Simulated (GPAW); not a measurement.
Crystal: NiO.

```
Ni O
1.0
     0.00000    2.08590    2.08590
     2.08590    0.00000    2.08590
     2.08590    2.08590    0.00000
Ni O
1 1
Direct
  0.00000 0.00000 0.00000
  0.50000 0.50000 0.50000
```

Base run:

- Program: GPAW 26.7.0
- Functional: PBE
- Potentials or basis: GPAW PAW data sets (gpaw-data 1.2.1)
- Cutoff: 800 eV
- Basis: pw
- k mesh: 11 × 11 × 11
- Occupations: fermi-dirac, width 0.05 eV
- Spin: collinear spin, ferromagnetic start
- Starting moments: [1.0, 0.0] μB

Its results: pressure 9.5 GPa; net moment 1.70 μB per cell; site moments Ni +1.42; O +0.20 μB.

Q: The run is repeated on the same cell with these changes: occupations from fermi-dirac, width 0.05 eV to gaussian, width 0.012 eV. What comes out?

A: Pressure 10.2 GPa; net moment 1.78 μB per cell; site moments Ni +1.48; O +0.21 μB.

Caveats: the stock nickel data set gives pressures a few GPa off other programs; a cell with one magnetic atom can't hold antiferromagnetic order, which such compounds often take.
